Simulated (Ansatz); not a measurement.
FeO (Wuestite):

```xyz
2
Lattice="1.5188 0.8769 2.5196 -1.5188 0.8769 2.5196 0.0000 -1.7538 2.5196" Properties=species:S:1:pos:R:3 pbc="T T T"
Fe    0.0000    0.0000    0.0000
O     0.0000    0.0000    3.7794
```

Base run:

| Quantity | Value |
| --- | --- |
| Program | Ansatz 0.2.0 |
| Functional | PBEsol |
| Potentials or basis | all-electron LAPW, scalar-relativistic |
| Cutoff | 348 eV (chosen from the basis error) |
| Basis error allowed | 0.001 eV/atom |
| k mesh | 11 × 11 × 11 |
| Occupations | fermi-dirac, width 0.05 eV |
| Spin | collinear spin, ferromagnetic start |
| Starting moments | [3.0, 0.0] μB |

Its results: pressure -9.5 GPa; net moment 4.00 μB per cell; site moments Fe +3.62; O +0.32 μB.

Q: The run is repeated on the same cell with these changes: potentials or basis from all-electron LAPW, scalar-relativistic to all-electron LAPW, non-relativistic. What comes out?

A: Pressure -8.6 GPa; net moment 4.00 μB per cell; site moments Fe +3.61; O +0.34 μB.

Caveats: a cell with one magnetic atom can't hold antiferromagnetic order, which such compounds often take.
